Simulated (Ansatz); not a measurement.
# Si started on an O site next to O started on a Si site in α-quartz SiO2, 72 atoms, charge 0

Method: DFT, PBEsol, PAW, plane waves in Ansatz.

Command:

```sh
ansatz run in.yaml --threads 7 --pin off --max-ram 13300MiB --runs-dir r --events-out ev --progress --plain
```

The input less its lattice and atoms:

```yaml
crystal:
  symmetry: { detect: false }
kpoints:
  mp_grid: { grid: [1, 1, 1], shift: [0.25, 0.25, 0.25] }
hamiltonian:
  xc: pbesol
scf:
  occupations: { method: fermi_dirac, width: 0.01 }
relax:
  f_tol: 0.03
  max_steps: 80
  escape_saddle: false
  adjacent_minimum: "off"
output:
  forces: true
  eigenvalues: true
  populations: true
```

Start:

```
Si O
1.0
     9.90164    0.00000    0.00000
    -4.95082    8.57507    0.00000
     0.00000    0.00000   10.88588
Si O
24 48
Cartesian
  2.3224 0.0224 1.8144
  -2.6008 8.5679 7.2574
  -0.1529 4.2926 1.8288
  -0.1689 4.2536 7.2359
  2.3068 8.5484 1.8333
  7.2898 0.0349 7.2989
  4.8158 4.3082 1.8468
  4.8176 4.2910 7.2508
  8.7370 1.9818 3.6105
  -1.1406 2.0111 9.0635
  6.2463 6.3107 3.6463
  -3.6179 6.3043 9.0946
  3.7986 2.0284 9.0776
  1.3052 6.3063 3.6225
  1.3115 6.2812 9.0961
  1.3019 2.2335 10.8830
  1.3051 2.2807 5.4358
  -1.1507 6.5336 0.0033
  -1.1329 6.5479 5.4328
  6.3215 2.2677 10.8853
  6.2767 2.2808 5.4709
  3.7653 6.5517 0.0106
  3.7825 6.5820 5.4277
  2.7769 2.5281 4.8052
  3.8065 2.0079 3.6351
  1.3442 1.1511 1.1866
  1.4147 1.1497 6.6043
  -1.0829 5.3984 1.1693
  -1.0873 5.3981 6.6326
  6.3416 1.1313 1.1484
  6.3684 1.1408 6.6237
  3.8863 5.4288 1.1887
  3.8239 5.4202 6.5990
  3.2868 0.6363 2.9859
  3.2920 0.6210 8.4240
  0.8016 4.9070 3.0223
  0.8205 4.9403 8.4221
  8.2285 0.6091 2.9501
  8.2122 0.5793 8.4250
  5.7566 4.9189 3.0241
  5.7062 4.9373 8.4460
  2.7816 2.5205 10.2347
  0.2615 6.7958 4.7759
  0.3503 6.8093 10.2541
  7.7050 2.5428 4.8131
  7.7284 2.5049 10.2221
  5.2412 6.7905 4.8059
  5.2383 6.8066 10.2573
  0.3043 1.7490 4.2705
  0.2889 1.7840 9.6953
  -2.2082 6.0823 4.2890
  -2.1471 6.1039 9.7043
  5.2736 1.7830 4.2425
  5.2558 1.7244 9.6843
  2.7408 6.0693 4.2907
  2.7595 6.0649 9.7566
  -1.0844 3.1269 2.4679
  -1.0954 3.1203 7.9106
  -3.5634 7.4396 2.4565
  -3.5899 7.4383 7.9144
  3.8629 3.1731 2.4537
  3.8619 3.1652 7.9269
  1.3956 7.4293 2.4848
  1.3954 7.4222 7.9189
  0.8051 3.6981 0.6288
  0.8093 3.6429 6.1169
  -1.6872 7.8962 0.6507
  -1.6874 7.9359 6.1094
  5.7506 3.6540 0.6327
  5.7574 3.6236 6.0605
  3.2653 7.9181 0.6471
  3.2720 7.9469 6.0850
```

Steps:

| step | energy less the first (eV) | largest force component (eV/Å) |
| --- | --- | --- |
| start | 0.000 | 26.674 |
| 1 | -6.956 | 8.105 |
| 2 | -9.852 | 2.852 |
| 3 | -11.190 | 1.398 |
| 4 | -12.158 | 2.314 |
| 5 | -13.316 | 3.309 |
| 6 | -14.790 | 3.374 |
| 7 | -16.006 | 2.991 |
| 8 | -17.022 | 3.305 |
| 9 | -18.016 | 3.257 |
| 10 | -19.021 | 3.276 |
| 11 | -20.068 | 1.929 |
| 12 | -20.311 | 4.607 |
| 13 | -20.703 | 0.802 |
| 14 | -20.916 | 0.665 |
| 15 | -20.984 | 0.277 |
| 16 | -20.999 | 0.231 |
| 17 | -21.006 | 0.069 |
| 18 | -21.007 | 0.051 |
| 19 | -21.007 | 0.059 |
| 20 | -21.007 | 0.006 |
| 21 | -21.007 | 0.005 |

End:

```
Si O
1.0
     9.90164    0.00000    0.00000
    -4.95082    8.57507    0.00000
     0.00000    0.00000   10.88588
Si O
24 48
Cartesian
  -2.6822 8.5538 1.8255
  -2.5819 8.5542 7.2096
  -0.2068 4.2938 1.8144
  -0.0389 4.1437 7.1871
  7.2262 0.0238 1.8114
  2.4426 8.5319 7.4099
  4.6282 4.3064 1.8106
  4.7996 4.3458 7.3178
  8.6586 2.0440 3.6241
  8.7477 1.9545 9.0942
  6.1908 6.2591 3.6092
  -3.6955 6.4382 9.0844
  3.7536 2.0403 9.0780
  1.2790 6.3049 3.6072
  1.2889 6.2691 9.0560
  1.3022 2.2783 0.0331
  1.4614 2.2773 5.2111
  -1.1837 6.5930 0.0064
  -1.1819 6.4080 5.4218
  6.2064 2.2852 10.8808
  6.3689 2.2788 5.7505
  3.7453 6.6387 10.8581
  3.7623 6.5779 5.4376
  3.2753 2.2320 3.5948
  4.8858 2.3343 3.9880
  1.3264 1.1063 1.1506
  1.6204 1.0963 6.3195
  -1.1428 5.4276 1.1363
  -1.0531 5.1704 6.4584
  6.2961 1.1757 1.1708
  6.6296 1.3226 7.0199
  3.8188 5.5303 1.1406
  3.8474 5.4254 6.5778
  3.0591 0.7094 3.0430
  3.2246 0.6721 8.3995
  0.7539 4.9080 2.9714
  0.7802 4.8834 8.3845
  8.1589 0.6414 2.9882
  8.3734 0.4405 8.6120
  5.5800 4.8882 2.9972
  5.6667 5.0281 8.5005
  2.7607 2.5339 10.2650
  0.2477 6.7636 4.7587
  0.2813 6.7693 10.2260
  7.6593 2.5122 4.8114
  7.6554 2.5387 10.1645
  5.2138 6.8394 4.7721
  5.2142 6.9459 10.2558
  0.2463 1.8314 4.2192
  0.3009 1.7942 9.7595
  -2.2497 6.0015 4.2650
  -2.2230 6.1935 9.7123
  5.1870 1.3587 5.0404
  5.2074 1.7531 9.7208
  2.7385 6.0819 4.2776
  2.7655 6.0646 9.6933
  -1.1931 3.1817 2.4644
  -0.9654 2.9661 7.8256
  -3.5940 7.3532 2.4125
  -3.6547 7.5420 7.8929
  3.4358 3.3304 2.3832
  3.8470 3.1898 7.9336
  1.3462 7.4306 2.4417
  1.3824 7.4169 7.9102
  0.7591 3.6544 0.6828
  1.0238 3.6025 6.0663
  -1.6339 7.9788 0.7231
  -1.6103 7.7234 6.2373
  5.5900 3.6201 0.6875
  5.8378 3.7230 6.2371
  3.1978 8.0141 0.6178
  3.2634 7.9594 6.1307
```

The run converged.

Time: 3.3 min of wall time on 7 threads of a Neoverse-V2 processor, on a host shared with other runs; peak host memory 1.8 GiB.

(1) How much energy did the relaxation gain, and which atom moved most?

The one k point has no symmetry partners, which can distort the end along one axis.

Answers

(1) 21.01 eV in 21 steps, from a start with small random displacements; atom 24 (Si) moved 1.34 Å, the median atom 0.10 Å (drift of the whole cell removed).
